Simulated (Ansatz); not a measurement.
## Relaxing MgB

Computed with DFT PBE, scalar-relativistic, plane waves, PAW in Ansatz. Cutoff 420 eV, Γ-centred k mesh, Gaussian smearing, no spin polarisation in the final step.

The start puts MgB on the FeSi (B20) structure type (P2_13, No. 198), with Mg in place of Fe, B in place of Si, at a guessed volume.

```yaml
crystal:
  lattice:
    - [4.52614, 0.00000, 0.00000]
    - [0.00000, 4.52614, 0.00000]
    - [0.00000, 0.00000, 4.52614]
  atoms:
    - { symbol: Mg, position: [0.13400, 0.13400, 0.13400] }
    - { symbol: Mg, position: [0.36600, 0.86600, 0.63400] }
    - { symbol: Mg, position: [0.63400, 0.36600, 0.86600] }
    - { symbol: Mg, position: [0.86600, 0.63400, 0.36600] }
    - { symbol: B, position: [0.84450, 0.84450, 0.84450] }
    - { symbol: B, position: [0.65550, 0.15550, 0.34450] }
    - { symbol: B, position: [0.34450, 0.65550, 0.15550] }
    - { symbol: B, position: [0.15550, 0.34450, 0.65550] }
```

Cell and atoms relax at zero pressure; the relaxation can't lower the symmetry of the start. After a coarse first stage the cell is made exact in the group found at 0.06 Å.

Formation energies are uncorrected and refer to the elements' standard structures at the same level.

Task: What does it relax into?

Result: It keeps P2_13 (No. 198). The result has the FeSi (B20) structure. Conventional cell: a = 4.720 Å. Mg has 7 B at 2.50–2.55 Å and 6 Mg at 2.93 Å; around B lie 7 Mg at 2.50–2.55 Å and 6 B at 2.92 Å.

```xyz
8
Lattice="4.7201 0.0000 0.0000 0.0000 4.7201 0.0000 0.0000 0.0000 4.7201" Properties=species:S:1:pos:R:3 pbc="T T T"
Mg    0.7500    0.7500    0.7500
Mg    1.6100    3.9701    3.1100
Mg    3.1100    1.6100    3.9701
Mg    3.9701    3.1100    1.6100
B     3.9954    3.9954    3.9954
B     3.0847    0.7247    1.6354
B     1.6354    3.0847    0.7247
B     0.7247    1.6354    3.0847
```

Task: What are its volume, energy, density and gap?

Result: The volume per atom is 13.14 Å³ and the density is 2.22 g/cm³. The energy over the elements is 1.00 eV/atom and the gap on the 8×8×8 mesh is 0 eV (a metal).

The final run used a 8×8×8 mesh on its 8-atom cell and 0.10 eV smearing. The k mesh leaves about 4 meV/atom of noise in metals. A structure relaxed within its symmetry needn't be a true minimum. The steps took roughly 40 core-seconds in all.

Cost: 3 runs of about 0.69 core-minutes in all, on Arm Neoverse V2 (shared hosts).